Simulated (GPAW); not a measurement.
Crystal: C.

```xyz
8
Lattice="2.5221 0.0000 0.0000 -1.2611 2.1842 0.0000 0.0000 0.0000 8.2371" Properties=species:S:1:pos:R:3 pbc="T T T"
C     1.2611    0.7281    6.9501
C     0.0000    1.4561    2.8315
C     0.0000    1.4561    1.2870
C     1.2611    0.7281    5.4056
C     0.0000    0.0000    7.4649
C     0.0000    0.0000    3.3463
C     0.0000    0.0000    0.7722
C     0.0000    0.0000    4.8908
```

This is a hexagonal form of diamond, not graphite.

Base run:

| Property | Result |
| --- | --- |
| Program | GPAW 26.7.0 |
| Functional | SOGGA |
| Potentials or basis | PAW data sets generated in the run's folder for this functional |
| Cutoff | 800 eV |
| Basis | pw |
| k mesh | 7 × 7 × 2 |
| Occupations | fermi-dirac, width 0.05 eV |
| Spin | no spin polarisation |

Its results: band gap on the k mesh 4.27 eV, indirect (least direct gap 5.13 eV); largest force 0.330 eV/Å.

Problem. The run is repeated on the same cell with these changes: functional from SOGGA to vdW-DF-cx; potentials or basis from PAW data sets generated in the run's folder for this functional to GPAW PAW data sets (gpaw-data 1.2.1). What comes out?

Solution. Band gap on the k mesh 4.38 eV, indirect (least direct gap 5.18 eV); largest force 0.341 eV/Å.

Caveats: the PAW data sets were made with another functional, which shifts forces and pressure a little (some runs).

Not every run made on this cell is shown here.
